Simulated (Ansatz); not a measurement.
The system is ZrC.

```
CELL_PARAMETERS angstrom
0.00000 2.36500 2.36500
2.36500 0.00000 2.36500
2.36500 2.36500 0.00000
ATOMIC_POSITIONS crystal
Zr 0.50000 0.50000 0.50000
C 0.00000 0.00000 0.00000
```

| Quantity | Value |
| --- | --- |
| Program | Ansatz 0.2.0 |
| Task | relaxation of cell and atoms |
| Functional | r2SCAN |
| Dispersion | D4 |
| Potentials or basis | all-electron PAW datasets made for the crystal |
| k mesh | 10 × 10 × 10 |
| Occupations | fermi-dirac, width 0.025 eV |
| Spin | collinear spin, ferromagnetic start |
| Starting moments | [0.5, 0.0] μB |

At the start: volume 13.23 Å³/atom.

Task: How do energy, volume and symmetry change on relaxing?

Result: Over 4 steps the energy falls by 2.5 meV/atom and the volume is 13.01 Å³/atom (-1.6 %); space group Fm-3m (No. 225, to 0.05 Å); moment 0.00 μB per cell.

Step by step:
```
step  energy change (eV)  largest force (eV/Å)  volume (Å³)
   1              0.0000                0.0000        26.46
   2             -0.0050                0.0000        26.04
   3             -0.0050                0.0000        26.03
   4             -0.0050                0.0000        26.03
```

Final structure:
```yaml
crystal:
  lattice:
    - [0.00000, 2.35211, 2.35211]
    - [2.35211, 0.00000, 2.35211]
    - [2.35211, 2.35211, 0.00000]
  atoms:
    - { symbol: Zr, position: [0.50000, 0.50000, 0.50000] }
    - { symbol: C, position: [0.00000, 0.00000, 0.00000] }
```

Caveat: the program listed the state as in doubt; the starting moments weren't kept.
